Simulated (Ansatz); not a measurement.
## The polar optical mode of AlAs, worked through

The calculation used DFT PBE, scalar-relativistic, plane waves, PAW (Ansatz). Plane waves to 420 eV; Γ-centred k mesh 8×8×8; fixed occupations. No spin polarisation. Phonons by linear response, acoustic sum rule imposed.

The cell, relaxed at this level:
```xyz
2
Lattice="0.0000 2.8642 2.8642 2.8642 0.0000 2.8642 2.8642 2.8642 0.0000" Properties=species:S:1:pos:R:3 pbc="T T T"
Al    0.0000    0.0000    0.0000
As    4.2963    4.2963    4.2963
```

The run warned that the force constants aren't converged on this k mesh, so the frequencies and all that is formed from them are rough.

Linear response gives ν_TO = 345.5 cm⁻¹, Born charges ±2.162 e (positive on Al) and ε∞ = 9.500. The primitive cell holds 46.992 Å³, and the masses are 26.982 and 74.922 amu.

Q: Find ν_LO and the static dielectric constant.

A: The long-wave field adds a restoring force: ω_LO² − ω_TO² = Z*²e²/(ε_vac ε∞ μV). In these units ν_LO² − ν_TO² = 4.92064×10⁷ Z*²/(μ V ε∞) cm⁻², with μ = m₁m₂/(m₁ + m₂) = 19.837 amu: 25974 cm⁻². So ν_LO = √(345.5² + 25974) = 381.3 cm⁻¹, and the run gives 381.2. Lyddane–Sachs–Teller then gives ε0 = ε∞ (ν_LO/ν_TO)² = 11.57, against 11.57 in the run (it forms both from the same three quantities, so the match checks the arithmetic only). Between ν_TO and ν_LO the dielectric function is negative and an undamped crystal reflects fully: a reststrahlen band from 26.2 to 28.9 μm.

Q: What do the Clausius–Mossotti polarisability and the Szigeti charge come to?

A: With the Lorentz local field, α = (3V/4π)(ε∞ − 1)/(ε∞ + 2) = 8.29 Å³ for the pair, and e_S = 3Z*/(ε∞ + 2) = 0.56 e. The Born charge includes the electrons' response to the dipole's own local field, and e_S takes that enhancement out. The Lorentz field assumes point-like polarisable ions, a poor picture once ε∞ is this large, since the electron clouds then overlap or are shared, so both numbers are formal here.

Q: How strongly does a slow electron couple to the LO mode?

A: For one isotropic parabolic band, Fröhlich's constant is α_F = (1/ε∞ − 1/ε0) √(m* Ry/ħω_LO), with Ry = 13.606 eV, ħω_LO = 47.3 meV and m* in free-electron masses: α_F = 0.0188 × 16.97 × √m* = 0.32 √m*. The band mass isn't part of this run; for m* = 0.1, 0.3 and 1 it gives 0.10, 0.17, 0.32. In weak coupling the polaron lies α_F ħω_LO below the band edge (8 meV at m* = 0.3) with a mass m*(1 + α_F/6); past α_F of about 5 or 6 that expansion fails. A semilocal functional's ε∞ tends to be too large, which taken alone lowers α_F.

Cost: 1 run of about 0.92 core-minutes, on Arm Neoverse V1 (shared hosts).

AlAs emerges as a weakly polar semiconductor in which the electrons do most of the screening: the lattice raises the dielectric constant only from 9.500 to about 11.57. The Born charge of ±2.162 e is no measure of static ionicity. In a largely covalent tetrahedral network, much of it comes from charge shifting along the bonds as the sublattices move. The strong electronic screening then weakens the long-range field of that motion, which keeps both the LO–TO splitting and the Fröhlich coupling modest. Because aluminium is much the lighter atom, it carries most of the displacement in this mode.

Both frequencies lie below the measured ones. PBE's overlong bonds, which soften the restoring force, are a probable cause, alongside the k sampling. Weak coupling for the listed masses should survive moderate shifts in frequency, but the polaron figures are only a guide for real conduction electrons: the lowest minima of AlAs lie near X and are strongly anisotropic, so a single isotropic mass doesn't describe them.
